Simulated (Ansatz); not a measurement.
## AlN (F-43m), stationary points along a deformation path

Method: Ansatz, DFT LDA, scalar-relativistic, plane waves, PAW. Settings: plane waves to 420 eV, k-mesh 10×10×10 (Γ-centred), Gaussian smearing 0.05 eV. No spin polarisation. Energies are free energies at this smearing, counted from the undisturbed cell; pressure is positive in compression.

Zero of the scan (as given, not relaxed at this level; it stands at -3.6 GPa; this zinc-blende form isn't the usual structure):

```
Al N
1.0
     0.00000    2.18399    2.18399
     2.18399    0.00000    2.18399
     2.18399    2.18399    0.00000
Al N
1 1
Direct
  0.00000 0.00000 0.00000
  0.75000 0.75000 0.75000
```

At fixed volume and fractional coordinates, lengths along (0.000, 0.000, 1.000) are scaled against those across it; ρ is that ratio over its starting value. V = 10.417 Å³/atom. Δσ is the stress along the axis less the mean stress across it (compression positive).

```
    ρ  ΔE (meV/atom)  Δσ (GPa) space group
0.650          313.3     35.35        I-4m2
0.707          204.6     25.08        I-4m2
0.780          114.5     17.89        I-4m2
0.850           56.0     13.57        I-4m2
0.920           17.2      8.70        I-4m2
0.960            4.5      4.88        I-4m2
1.000            0.0      0.00        F-43m
1.050            7.8     -7.72        I-4m2
1.100           32.6    -17.26        I-4m2
1.200          140.4    -41.29        I-4m2
1.300          332.4    -70.44        I-4m2
1.414          654.4   -107.08        I-4m2
1.500          963.5   -134.17        I-4m2
```

Question: How does the stress give the slope of the energy, and where is the energy stationary?

Answer: Along the path d ln(length) is 2/3 d ln ρ on the axis and −1/3 d ln ρ across it, so dE/d ln ρ = −(2/3) V Δσ: the energy falls with ρ where Δσ is positive. Δσ vanishes or changes sign at ρ = 1.000 (F-43m), a minimum at 0.0 meV/atom. Pairs of stationary points between two samples would go unseen, and could change a minimum read from distant neighbours into a maximum. At ρ = 1.000 the cell is cubic, where symmetry alone makes the stress isotropic and the slope zero.

Question: Which shear constant sets the curvature at ρ = 1?

Answer: For a cubic crystal E/V = (2/3) C (ln ρ)² with C = C′ = (C11 − C12)/2, so Δσ = −2C ln ρ. The parabola of Δσ against ln ρ through ρ = 0.960, 1 and 1.050 gives C ≈ 69 GPa with the ions clamped, rough because the steps are large. It is the stress–strain coefficient at this cell's pressure of -3.6 GPa, not the zero-pressure constant.

Question: Integrate that slope from ρ = 1 to 0.850 by the trapezoid rule.

Answer: With V/N in Å³ and 1 eV/Å³ = 160.2 GPa the slopes at ρ = 1.000, 0.960, 0.920, 0.850 are 0, -211, -377, -588 meV/atom per unit of ln ρ. The steps add 4.3 + 12.5 + 38.2 = 55.0 meV/atom, against 56.0 from the energies; the trapezoid rule misses the curvature of the slope within each step.

The gap closes along the scan, which can put kinks into the curve.

Cost: 13 runs of about 0.38 core-minutes in all, on Arm Neoverse V2 (shared hosts).